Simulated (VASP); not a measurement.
Runs of VASP 6.6.1 on MnO2. It takes space group P4_2/mnm (No. 136, tetragonal). The conventional cell has a = 4.400 Å, b = 4.400 Å, c = 2.867 Å, α = 90.00°, β = 90.00°, γ = 90.00°. Around Mn (site symmetry mmm) lie 6 O at 1.88 to 1.90 Å. O (site symmetry m2m) is surrounded by 3 Mn at 1.88 to 1.90 Å. The cell is a database's computed one.

```tsv
task	level	cell	cutoff (eV)	smearing	gap on the mesh (eV)	pressure (GPa)	moment (μB)	relaxed volume (Å³/atom)	largest force (eV/Å)
single point	PBE	as given	520	fermi-dirac 0.05 eV	none	7.0	5.99	-	0.03
relaxation of cell and atoms	r2SCAN+D4	relaxed	600	gaussian 0.05 eV	0.17	-0.1	6.00	9.20	0.01
relaxation of cell and atoms	TPSS	relaxed	600	gaussian 0.05 eV	(b)	-0.1	6.00	(a)	0.01
relaxation of cell and atoms	r2SCAN	relaxed	600	gaussian 0.05 eV	(c)	0.0	6.00	9.25	-
```

Alike in all rows: potentials or basis VASP PAW PBE potentials, release 64 (Mn_pv, O); spin collinear, ferromagnetic start; k mesh 6 × 6 × 9.

Task: Fill in the values left out.

Result: (a) 9.39; (b) 0.11; (c) 0.13.

Caveats: only a ferromagnetic start was run, and an antiferromagnetic order may lie lower in energy; the PAW data sets were made with another functional, which shifts forces and pressure a little (some runs); an odd mesh through Γ misses points on the zone boundary, where band edges often lie (some runs); semilocal functionals often make such compounds metallic where correlation or magnetic order opens a gap, which also shifts bond lengths (some runs).

A gap of «none» marks a metal or a gap under the smearing width.

Not every run made on this cell is shown here.
